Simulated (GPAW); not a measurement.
A run of GPAW 26.7.0 is set up as follows.

run.py

```python
from ase import Atoms
from ase.dft.bandgap import bandgap
from ase.io import write
from ase.units import GPa
from gpaw import GPAW, PW

atoms = Atoms(['Ba', 'Zr', 'O', 'O', 'O'],
              cell=[[4.19134, 0.0, 0.0],
                    [0.0, 4.19134, 0.0],
                    [0.0, 0.0, 4.19134]],
              scaled_positions=[[0.0, 0.0, 0.0],
                                [0.5, 0.5, 0.5],
                                [0.5, 0.5, 0.0],
                                [0.5, 0.0, 0.5],
                                [0.0, 0.5, 0.5]],
              pbc=True)

calc = GPAW(mode=PW(800),
            xc='PBE',
            kpts={'size': (6, 6, 6), 'gamma': True},
            occupations={'name': 'fermi-dirac', 'width': 0.05},
            nbands=36,
            convergence={'density': 1e-05, 'energy': 1e-05},
            maxiter=150,
            txt='gpaw.txt')
atoms.calc = calc
energy = atoms.get_potential_energy()
forces = atoms.get_forces()
stress = atoms.get_stress()
calc.write('gs.gpw')
write('result.traj', atoms)
print(f'Energy: {energy:.6f} eV')
print('Forces (eV/A):')
print(forces.round(4))
print('Stress (GPa):', (stress / GPa).round(3))
print('Fermi level:', round(calc.get_fermi_level(), 4), 'eV')
print(f'Gap: {bandgap(calc)[0]:.4f} eV, direct: {bandgap(calc, direct=True)[0]:.4f} eV')

path = atoms.cell.bandpath('GXMGRX,MR', npoints=60, eps=1e-4)
bs_calc = calc.fixed_density(kpts=path, symmetry='off', nbands=54,
                             convergence={'bands': 'CBM+6.0', 'eigenstates': 1e-6}, txt='bands.txt')
bs = bs_calc.band_structure()
bs.write('bs.json')
print(f'Gap on the path: {bandgap(bs_calc)[0]:.4f} eV')
```

Potentials or basis: GPAW PAW data sets (gpaw-data 1.2.1), pw.

Launch:

```bash
$ OMP_NUM_THREADS=1 python run.py
```

What does it give for the pressure?

3.7 GPa.

Estimate the band gap along the path.

3.20 eV, indirect (least direct gap 3.42 eV).

Levels at the corners of the path, in eV from the valence-band top:
```tsv
point	band 17	band 18	band 19	band 20	band 21	band 22	band 23	band 24
Γ	-0.99	-0.22	-0.22	-0.22	3.20	3.20	3.20	4.69
X	-1.73	-1.67	-0.45	-0.45	3.63	5.71	5.71	6.46
M	-0.92	-0.92	-0.79	-0.07	5.68	5.68	6.47	6.53
Γ	-0.99	-0.22	-0.22	-0.22	3.20	3.20	3.20	4.69
R	-2.52	0.00	0.00	0.00	6.01	6.01	6.01	7.00
X	-1.73	-1.67	-0.45	-0.45	3.63	5.71	5.71	6.46
M	-0.92	-0.92	-0.79	-0.07	5.68	5.68	6.47	6.53
R	-2.52	0.00	0.00	0.00	6.01	6.01	6.01	7.00
```

Caveat: spin-orbit coupling is left out, which moves the levels of the heavy elements. Expect the measured gap to be larger: semilocal functionals such as PBE lack the derivative discontinuity.
